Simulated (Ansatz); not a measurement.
PbSe (I4/mmm) from a database of computed structures, relaxed with r2SCAN+rVV10. The symmetry is I4/mmm (No. 139, tetragonal); conventional cell a = 4.347 Å, c = 13.077 Å, 30.89 Å³ an atom. Pb is surrounded by 5 Se at 2.79–3.07 Å; Se is surrounded by 5 Pb at 2.79–3.07 Å.

```
Pb Se
1.0
     0.00000    6.53869    3.07367
     3.07367    0.00000    3.07367
     3.07367    6.53869    0.00000
Pb Se
2 2
Direct
  0.13243 0.85063 0.14937
  0.85063 0.13243 0.86757
  0.63731 0.34564 0.65436
  0.34564 0.63731 0.36269
```

4 runs of the PAW code Ansatz on this cell differ in the functional (and in the settings that go with it). Levels are in eV from each run's valence top; v1 is the last filled band, c1 the first empty one.

Run A, mean stress +0.6 GPa (compression positive):

| point | v5 | v3 | v1 | c1 | c2 | c3 |
| --- | --- | --- | --- | --- | --- | --- |
| Γ | -3.23 | -2.25 | -0.20 | 5.16 | 5.53 | 5.72 |
| X | -5.09 | -3.52 | -1.32 | 3.47 | 5.25 | 5.86 |
| P | -5.23 | -3.71 | -2.15 | 4.24 | 5.57 | 5.57 |
| N | -2.50 | -1.54 | -0.34 | 2.12 | 2.68 | 3.07 |

Run B, mean stress +1.9 GPa (compression positive):

| point | v5 | v3 | v1 | c1 | c2 | c3 |
| --- | --- | --- | --- | --- | --- | --- |
| Γ | -2.71 | -1.84 | -0.03 | 3.85 | 4.35 | 4.35 |
| X | -4.36 | -2.97 | -1.04 | 2.32 | 4.16 | 4.54 |
| P | -4.49 | -3.14 | -1.78 | 3.02 | 4.39 | 4.39 |
| N | -2.10 | -1.20 | -0.30 | 1.13 | 1.62 | 2.00 |

Run C, mean stress +0.6 GPa (compression positive):

| point | v5 | v3 | v1 | c1 | c2 | c3 |
| --- | --- | --- | --- | --- | --- | --- |
| Γ | -3.10 | -2.14 | -0.13 | 4.54 | 4.93 | 5.08 |
| X | -4.93 | -3.38 | -1.24 | 2.88 | 4.66 | 5.22 |
| P | -5.07 | -3.56 | -2.04 | 3.63 | 4.97 | 4.97 |
| N | -2.38 | -1.46 | -0.29 | 1.57 | 2.11 | 2.49 |

Run D, mean stress +0.9 GPa (compression positive):

| point | v5 | v3 | v1 | c1 | c2 | c3 |
| --- | --- | --- | --- | --- | --- | --- |
| Γ | -2.85 | -1.96 | -0.08 | 4.19 | 4.67 | 4.67 |
| X | -4.51 | -3.09 | -1.13 | 2.58 | 4.44 | 4.82 |
| P | -4.64 | -3.27 | -1.87 | 3.28 | 4.67 | 4.67 |
| N | -2.20 | -1.31 | -0.27 | 1.39 | 1.92 | 2.23 |

Question: Match the runs to PBE, r2SCAN, HSE06, PBE0.

Answer: A is PBE0, B is PBE, C is HSE06, D is r2SCAN. In order of the gap: PBE 0.58, r2SCAN 0.75, HSE06 1.00, PBE0 1.56 eV.

The values are computed, spin-unpolarised, and not measurements.

Spin-orbit coupling is left out; in compounds of Pb, Bi, Tl or Hg it can lower a gap by up to about 1 eV, split its edges or invert the bands.

The program warns that its thresholds are loose for a hybrid's stress.

The meshes of the hybrids are coarse, so their gaps aren't converged to the digits shown.
